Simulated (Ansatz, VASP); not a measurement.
## One calculation of BN, two programs

```xyz
4
Lattice="0.0000 -1.8124 -1.8124 -1.8124 0.0000 -1.8124 1.8124 1.8124 -3.6248" Properties=species:S:1:pos:R:3 pbc="T T T"
B    -0.0429    0.0219   -0.0209
B     0.0429   -0.0219   -3.6038
N     0.8623    0.9287   -4.5524
N    -0.8623   -0.9287   -4.5096
```

Change from the starting cell: mode 4 frozen in at -0.051 Å and mode 5 at +0.017 Å (largest displacements).

Alike in both runs: task single point; functional PBE; k mesh 6 × 6 × 6; occupations gaussian, width 0.05 eV; no spin polarisation.

|  | VASP | Ansatz |
| --- | --- | --- |
| version | VASP 6.6.1 | Ansatz 0.2.0 |
| potentials or method | VASP PAW PBE potentials, release 64 (B, N) | scalar-relativistic, plane waves, PAW |
| plane-wave cutoff (eV) | 520 | 520 |
| valence electrons in the cell | 16 | 16 |

Ansatz gave:

| Property | Result |
| --- | --- |
| gap on the k mesh at the Fermi level (eV) | 4.41 |
| least direct gap on the mesh (eV) | 6.34 |
| pressure (GPa) | -0.1 |
| largest component of the traceless stress (GPa) | 0.66 |
| rms of the force components (eV/Å) | 0.330 |

**Question.** What did VASP give for the same quantities?

**Answer.** gap on the k mesh at the Fermi level (eV): 4.40; least direct gap on the mesh (eV): 6.33; pressure (GPa): 0.1; largest component of the traceless stress (GPa): 0.66; rms of the force components (eV/Å): 0.330.

Atom by atom the forces differ by 0.000 eV/Å (rms over components).

Caveats: the k mesh is coarse (spacing up to 0.48 Å⁻¹), so the values aren't converged. A k mesh can miss the band edges.
